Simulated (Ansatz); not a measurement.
**Os (bcc type): how the settings move a single-point run**

How sensitive is a single-point run of Os (bcc type) to its settings? A reference run comes first, then one run with altered input.

Method: reference: DFT, PBE, PAW with Ansatz's default frozen-core files, scalar-relativistic, in Ansatz 0.2.0.

## 1. The starting structure

The structure is cubic, space group Im-3m (No. 229). The conventional cell has a = 3.093 Å, b = 3.093 Å, c = 3.093 Å, α = 90.00°, β = 90.00°, γ = 90.00°. Os (site symmetry m-3m) is surrounded by 8 Os at 2.68 Å.

Structure file:

```cif
data_structure
_symmetry_space_group_name_H-M 'P 1'
_symmetry_Int_Tables_number 1
_cell_length_a 2.6782
_cell_length_b 2.6782
_cell_length_c 2.6782
_cell_angle_alpha 109.471
_cell_angle_beta 109.471
_cell_angle_gamma 109.471
_cell_volume 14.79
loop_
_atom_site_label
_atom_site_type_symbol
_atom_site_fract_x
_atom_site_fract_y
_atom_site_fract_z
_atom_site_occupancy
Os1 Os 0.00000 0.00000 0.00000 1
```

## 2. Baseline

Input file input.yaml:

```yaml
crystal:
  lattice:
    - [-1.5462720846, 1.5462720846, 1.5462720846]
    - [1.5462720846, -1.5462720846, 1.5462720846]
    - [1.5462720846, 1.5462720846, -1.5462720846]
  atoms:
    - { symbol: Os, position: [0.0, 0.0, 0.0] }
kpoints:
  mp_grid: { grid: [17, 17, 17] }
  band_path:
    path:
      - [0.0, 0.0, 0.0]
      - [0.5, -0.5, 0.5]
      - [0.0, 0.0, 0.5]
      - [0.0, 0.0, 0.0]
      - [0.25, 0.25, 0.25]
      - [0.5, -0.5, 0.5]
      - [0.25, 0.25, 0.25]
      - [0.0, 0.0, 0.5]
    npoints: 8
scf:
  occupations: { method: fermi_dirac, width: 0.1 }
hamiltonian:
  xc: pbe
  pseudopotentials: { kind: paw }
output:
  forces: true
  stress: true
  eigenvalues: true
  populations: true
  dos: { projected: true, de: 0.2, e_range: [-14, 8] }
```

Started as:

```
> ansatz run input.yaml --threads 1 --pin off --max-ram 2048MiB --backend cpu --events-out ev --progress --plain --runs-dir out
```

## 3. Changing settings: occupations.method cold, occupations.width 0.01

Edit input.yaml of step 2 so:

```diff
@@ -21,3 +21,3 @@
 scf:
-  occupations: { method: fermi_dirac, width: 0.1 }
+  occupations: { method: cold, width: 0.01 }
 hamiltonian:
@@ -30,2 +30,5 @@
   populations: true
-  dos: { projected: true, de: 0.2, e_range: [-14, 8] }
+  write_density: true
+  write_potential: true
+  elf: true
+  volumetric_format: npy
```

Before running it: what results should come out? Wanted: for each run, ending; energy change; pressure; gap; force.

As calculated:

| run | ending | energy change | pressure (GPa) | gap (eV) | force (eV/Å) | cycles | time |
| --- | --- | --- | --- | --- | --- | --- | --- |
| reference | converged | 0 | 0.0 | 0.00 | 0.00 | 6 | 2.1 s |
| 1: occupations.method cold, occupations.width 0.01 | converged | +0.3 meV/atom (σ→0) | -0.4 | 0.00 | 0.00 | 5 | 2.5 s |

Times don't compare one to one where runs were asked for different outputs or read a saved state (see the inputs); cycles may leave out searches for a lower state.

Residual by cycle in the longest SCF loop of each run; runs are numbered as in the table. The quantity is the density residual dr2, in eV.

```csv
cycle,reference,run 1
1,0.00207,0.0022
2,1.4e-4,1.3e-4
3,2.0e-5,2.0e-5
4,3.3e-8,2.5e-8
5,2.5e-10,1.7e-10
6,2.5e-12,-
```

Changing the smearing moves the energy by +0.3 meV/atom (σ→0 values), and the pressure goes from 0.0 to -0.4 GPa.
